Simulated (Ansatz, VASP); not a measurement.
Given: the input of a run of VASP 6.6.1 on PbSe (Clausthalite).

Contents of INCAR:

```
SYSTEM = PbSe
  ALGO = Normal
  EDIFF = 1E-7
  ENCUT = 520
  GGA = CA
  ISIF = 2
  ISMEAR = -1
  LASPH = .TRUE.
  LCHARG = .TRUE.
  LELF = .TRUE.
  LREAL = .FALSE.
  LVHAR = .TRUE.
  LWAVE = .FALSE.
  NBANDS = 17
  NELM = 100
  PREC = Accurate
  SIGMA = 0.05
```

KPOINTS

```
k-points
0
G
  8 8 8
  0 0 0
```

Contents of POSCAR:

```
PbSe
1.0
    0.0000000000      3.1009263293      3.1009263293
    3.1009263293      0.0000000000      3.1009263293
    3.1009263293      3.1009263293      0.0000000000
Pb Se
1 1
Direct
    0.0000000000      0.0000000000      0.0000000000
    0.5000000000      0.5000000000      0.5000000000
```

Potentials or basis: VASP PAW LDA potentials, release 64 (Pb_d, Se).

The run is started by

```bash
$ cat potpaw_LDA.64/Pb_d/POTCAR potpaw_LDA.64/Se/POTCAR > POTCAR
$ mpirun -np 1 vasp_std > vasp.out
```

Question: Set up the same calculation for Ansatz 0.2.0. Potentials there: all-electron LAPW, scalar-relativistic.

Answer: As run (the cutoff follows the program's own potentials):

The input input.yaml:

```yaml
crystal:
  lattice:
    - [0.0, 3.1009263293, 3.1009263293]
    - [3.1009263293, 0.0, 3.1009263293]
    - [3.1009263293, 3.1009263293, 0.0]
  atoms:
    - { symbol: Pb, position: [0.0, 0.0, 0.0] }
    - { symbol: Se, position: [0.5, 0.5, 0.5] }
kpoints:
  mp_grid: { grid: [8, 8, 8] }
scf:
  occupations: { method: fermi_dirac, width: 0.05 }
hamiltonian:
  xc: lda
  pseudopotentials: { kind: all_electron, lapw: { basis_error: 0.001 } }
output:
  forces: true
  stress: true
  eigenvalues: true
```

Potentials or basis: all-electron LAPW, scalar-relativistic.

Launch:

```bash
$ ansatz run input.yaml --threads 1 --pin off --max-ram 3072MiB --backend cpu --events-out ev --progress --plain --runs-dir out
```

Both were run:

|  | VASP | Ansatz | Ansatz less VASP |
| --- | --- | --- | --- |
| gap on the k mesh at the Fermi level (eV) | 0.28 | 0.30 | +0.016 |
| least direct gap on the mesh (eV) | 0.28 | 0.30 | +0.016 |
| pressure (GPa) | -3.8 | -3.9 | -0.08 |

Ansatz ran all-electron here, so the differences hold the error of VASP's frozen core and of both bases.

Caveats: spin-orbit coupling is left out, which as a rule narrows the gap of such compounds by several tenths of an eV.
